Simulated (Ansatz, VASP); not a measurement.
**Two plane-wave programs on InP**

```
In P
1.0
     0.00000    2.93050    2.93050
     2.93050    0.00000    2.93050
     2.93050    2.93050    0.00000
In P
1 1
Cartesian
  0.0000 0.0000 0.0000
  4.3957 4.3957 4.3957
```

Alike in both runs: task single point; functional RPBE; k mesh 8 × 8 × 8; occupations gaussian, width 0.05 eV; no spin polarisation.

|  | VASP | Ansatz |
| --- | --- | --- |
| version | VASP 6.6.1 | Ansatz 0.2.0 |
| potentials or method | VASP PAW PBE potentials, release 64 (In_d, P) | Ansatz PAW |
| plane-wave cutoff (eV) | 520 | 420 |
| valence electrons in the cell | 18 | 18 |

```csv
,VASP,Ansatz,Ansatz less VASP
gap on the k mesh at the Fermi level (eV),0.84,0.85,+0.007
least direct gap on the mesh (eV),0.84,0.85,+0.007
pressure (GPa),5.0,5.2,+0.12
```

Caveats: spin-orbit coupling is left out, which moves the levels of the heavy elements; the PAW data sets were made with another functional, which shifts forces and pressure a little (VASP); the PAW data sets come from PBE, with cores solved anew for the run's functional, which leaves a small shift of forces and pressure (Ansatz). A hybrid or GW would open this gap; RPBE tends to underestimate it.
